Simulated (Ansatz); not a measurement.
A plane-wave DFT run in Ansatz 0.2.0 (scalar-relativistic PAW potentials unless the input names others): input and command.

```yaml
crystal:
  lattice:
    - [3.3178435722, 0.0, 0.0]
    - [0.0, 3.3178435722, 0.0]
    - [0.0, 0.0, 6.2921393209]
  atoms:
    - { symbol: Zr, position: [0.0, 0.0, 0.0] }
    - { symbol: Zr, position: [0.5, 0.5, 0.5] }
    - { symbol: O, position: [0.0, 0.5, 0.1927881265] }
    - { symbol: O, position: [0.0, 0.5, 0.6927881265] }
    - { symbol: O, position: [0.5, 0.0, 0.3072118735] }
    - { symbol: O, position: [0.5, 0.0, 0.8072118735] }
kpoints:
  mp_grid: { grid: [8, 8, 6] }
hamiltonian:
  xc: pbe
  hubbard: { sites: [{ species: Zr, l: d, u_eff: 8.0 }], double_counting: amf }
scf:
  occupations: { method: gaussian, width: 0.05 }
output:
  forces: true
  eigenvalues: true
  stress: true
accuracy: medium
```

```bash
ansatz run input.yaml --threads 1 --pin off --max-ram 2560MiB --backend cpu --events-out ev --progress --plain --runs-dir out
```

Abridged log:
```
Basis set: ecut = 420 eV, 1373 PW (Γ), exchange–correlation on 48×48×90 points (8 copies of the dense FFT grid, shifted against one another)
Bands: 30, of which v1, the nominal top of the filled ones, is band 24 counted from 1 (23 counted from 0)
Symmetry: 16 space group operations
k-points: 60 of 384
SCF iter   1: F=—  HF=-10645.473822 eV  |F-HF|=—  |Δ(HF+E_count)|=         —  Δρ=5.76e-2  dr2=1.98e0  ethr=3.10e-3  ⟨swp⟩=5.0  Hψ=7218  notcnv=0
SCF iter   2: F=—  HF=-10645.277066 eV  |F-HF|=—  |Δ(HF+E_count)|=   1.97e-1  Δρ=3.31e-2  dr2=3.78e-1  ethr=3.10e-3  ⟨swp⟩=2.0  Hψ=3320  notcnv=0  defer=91
SCF iter   3: F=—  HF=-10645.442095 eV  |F-HF|=—  |Δ(HF+E_count)|=   1.65e-1  Δρ=2.33e-2  dr2=4.45e-1  ethr=7.87e-4  ⟨swp⟩=2.7  Hψ=3046  notcnv=0  defer=91
SCF iter   4: F=—  HF=-10645.373901 eV  |F-HF|=—  |Δ(HF+E_count)|=   6.82e-2  Δρ=5.90e-3  dr2=8.68e-3  ethr=7.87e-4  ⟨swp⟩=2.0  Hψ=2989  notcnv=0  defer=91
SCF iter   5: F=—  HF=-10645.384833 eV  |F-HF|=—  |Δ(HF+E_count)|=   1.09e-2  Δρ=8.33e-4  dr2=2.46e-4  ethr=1.81e-5  ⟨swp⟩=2.0  Hψ=2931  notcnv=0  defer=92
SCF iter   6: F=—  HF=-10645.385383 eV  |F-HF|=—  |Δ(HF+E_count)|=   5.50e-4  Δρ=2.09e-4  dr2=3.38e-5  ethr=5.13e-7  ⟨swp⟩=2.1  Hψ=2784  notcnv=0  defer=92
SCF iter   7: F=—  HF=-10645.385387 eV  |F-HF|=—  |Δ(HF+E_count)|=   4.57e-6  Δρ=2.23e-5  dr2=1.96e-7  ethr=7.04e-8  ⟨swp⟩=2.2  Hψ=2808  notcnv=0  defer=92
SCF iter   8: F=-10645.385388 eV  HF=-10645.385388 eV  |F-HF|=1.43e-8  |Δ(HF+E_count)|=   2.42e-7  Δρ=7.83e-6  dr2=2.87e-8  ethr=2.08e-10  ⟨swp⟩=9.2  Hψ=8143  notcnv=0
SCF 1 converged in 8 iterations: F = -10645.385388 eV  dr2 = 2.87e-8
SCF converged after 8 iterations
Free energy (F): -10645.385388 eV
Harris-Foulkes:  -10645.385388 eV  (|F-HF|=1.43e-8)
Internal energy: -10645.385388 eV  (E = F + TS)
E sigma→0 (E₀):  -10645.385388 eV
Fermi energy:    13.103126 eV
DFT+U double counting: amf (around mean field; hamiltonian.hubbard.double_counting)
--- Forces (eV/Å), atoms counted from 1 ---
  atom   1  Zr     0.00000000     0.00000000     0.00000000
  atom   2  Zr     0.00000000     0.00000000     0.00000000
  atom   3  O      0.00000000     0.00000000    -1.86651556
  atom   4  O      0.00000000     0.00000000    -1.86651556
  atom   5  O      0.00000000     0.00000000     1.86651556
  atom   6  O      0.00000000     0.00000000     1.86651556
--- Stress (GPa, compression-positive) ---
       28.253493       0.000000       0.000000
        0.000000      28.253493       0.000000
        0.000000       0.000000     -37.331074
  P = ⅓ Tr σ = 6.3920 GPa (63.920 kbar)
Occupation matrices written to <dir>
```

Apart from outputs and empty bands, the input differs from a reference run on usual settings in accuracy: not typed → "medium"; hamiltonian.hubbard: not typed → {"sites": [{"species": "Zr", "l": "d", "u_eff": 8.0}], "double_counting": "amf"}; basis.ecutwfc: 420 → not typed. The reference, at the same geometry (not necessarily relaxed), gave pressure 6.42 GPa, largest force 1.933 eV/Å, gap on the mesh 2.81 eV. This run converged in 8 SCF iterations (reference: 6) with an energy at zero smearing 33.41 meV/atom below the reference's (the Hamiltonian itself differs), pressure 6.39 GPa, largest force 1.867 eV/Å, gap on the mesh 3.05 eV.

It took 10 s on 1 thread of Arm Neoverse V1, on a shared host, peak memory 0.46 GiB.